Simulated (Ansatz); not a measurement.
Starting structure of a cell relaxation (symmetry kept):

```cif
data_structure
_symmetry_space_group_name_H-M 'P6_3mc'
_symmetry_Int_Tables_number 186
_cell_length_a 3.1519
_cell_length_b 3.1519
_cell_length_c 6.1050
_cell_angle_alpha 90.000
_cell_angle_beta 90.000
_cell_angle_gamma 120.000
_cell_volume 52.52
loop_
_atom_site_label
_atom_site_type_symbol
_atom_site_symmetry_multiplicity
_atom_site_Wyckoff_symbol
_atom_site_fract_x
_atom_site_fract_y
_atom_site_fract_z
_atom_site_occupancy
Ta1 Ta 2 b 0.33333 0.66667 0.03055 1
N1 N 2 b 0.33333 0.66667 0.35445 1
```

These are results of DFT LDA, scalar-relativistic, plane waves, PAW (Ansatz), not measurements.

Cutoff 420 eV; k points 18×18×8 on the computed 4-atom cell (Γ-centred); Gaussian smearing, width 0.10 eV; no spin polarisation.

Q: What does it relax to?

A: The volume goes down by 0.60 Å³/atom to 12.53 Å³/atom, and the energy falls by 23.8 meV/atom. Final structure:
```
Ta N
1.0
     3.10331    0.00000    0.00000
    -1.55166    2.68755    0.00000
     0.00000    0.00000    6.01112
Ta N
2 2
Cartesian
  0.0000 1.7917 0.1791
  1.5517 0.8958 3.1847
  0.0000 1.7917 2.1352
  1.5517 0.8958 5.1407
```

Spin–orbit coupling is left out, which can shift energies with elements as heavy as these.

This wurtzite form isn't the usual stable structure of the compound.

Cost: 1 run of about 0.83 core-minutes, on AMD EPYC 9R45 (Zen 5) (shared hosts).